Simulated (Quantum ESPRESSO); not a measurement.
**Sb: equation of state with r2SCAN**

Sb:

```
CELL_PARAMETERS angstrom
0.00000 2.37124 2.37124
2.37124 0.00000 2.37124
2.37124 2.37124 0.00000
ATOMIC_POSITIONS crystal
Sb 0.00000 0.00000 0.00000
```

This isn't the form of Sb at room conditions, which is rhombohedral.

```yaml
Program: Quantum ESPRESSO 7.5
Task: equation of state
Functional: r2SCAN
Potentials_or_basis: SG15 PBE 1.2
Cutoff: 952 eV
Density_cutoff: 3810 eV
k_mesh: 8 × 8 × 8
Occupations: fermi-dirac, width 0.05 eV
Spin: no spin polarisation
Symmetry: off
Mixing_beta: 0.5
Most_SCF_iterations: 120
SCF_threshold: 1e-08 Ry
```

```yaml
Equilibrium_volume: 26.89 Å³/atom
Bulk_modulus: 66 GPa
Pressure_derivative_of_the_bulk_modulus: 4.3
```

Energy against volume, from the lowest point:
```tsv
volume (Å³/atom)	energy (meV/atom)
25.066	28.54
25.599	13.55
26.133	4.23
26.666	0.00
27.199	0.37
27.733	4.86
28.266	13.07
```

All runs of the series together: 9.5 min on 2 threads of Intel(R) Xeon(R) 6975P-C (Granite Rapids), with other jobs on the host.

Caveat: the potentials were made for another functional, which shifts forces and pressure. The run has no spin-orbit coupling, so splittings on Sb are missing.
